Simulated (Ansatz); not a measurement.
System: SrCl2 (fluorite (111) film, 2 layers).

The cell holds 6 atoms: 4 Cl and 2 Sr. Its edges and angles: a = 4.933 Å, b = 4.933 Å, c = 34.600 Å, α = 90.0°, β = 90.0°, γ = 120.0°. It derives from SrCl2. Vacuum lies along c.

```xyz
6
Lattice="4.9333 0.0000 0.0000 -2.4666 4.2723 0.0000 0.0000 0.0000 34.6000" Properties=species:S:1:pos:R:3
Cl    2.4666    1.4241   18.2826
Sr    0.0000    0.0000   19.1763
Cl    0.0000    2.8482   20.1496
Cl    0.0000    2.8482   14.4504
Sr    2.4666    1.4241   15.4237
Cl    0.0000    0.0000   16.3174
```

The structure was relaxed with LDA (ions only). The runs that relaxed it are not among those shown. PAW set soft_2, made with PBE.

Gaps computed with Ansatz 0.2.0 without a self-energy: LDA 5.01 eV.

Question: Estimate the G0W0@LDA gap with 3×3×1 mesh, 867 empty bands, screening to 65 eV, default PAW files.

About 7.87 eV: on its mesh the run moves the gap from 5.05 eV by +2.86 eV, and the mesh misses the edges by 0.04 eV. Bands and cutoff are finite, so the gap is not at the basis limit. The miss can reach some tenths of an eV and take either sign; the mesh is an error of its own. In a film the band edges may be surface states, so its gap need not approach the bulk's. At these cutoffs the gaps of films stand short of the band limit, often by tenths of an eV, while the trend with thickness is less touched. The mesh in the plane is coarse for a sheet; gap and any exciton binding can still move on denser ones. The many-body steps are scalar-relativistic: spin-orbit coupling is not in them.

[Paths, hosts, dates, memory and timing lines, banners, echoed tables and standing remarks are left out of the program output.]

[Logs are printed without paths, hosts, clocks, repeated set-up lines and the standing remarks that a program may print on its own settings, such as how far it seeks lower states.]

[Runs of the session that timed out or met a known fault of the program may be left out.]

[Cells called generated may have been cut or substituted from an entry of the Crystallography Open Database or the Materials Project.]

[Hosts, paths, dates, database ids (printed as entryN), source tags and the programs' standing remarks are cut or masked in the printed files.]
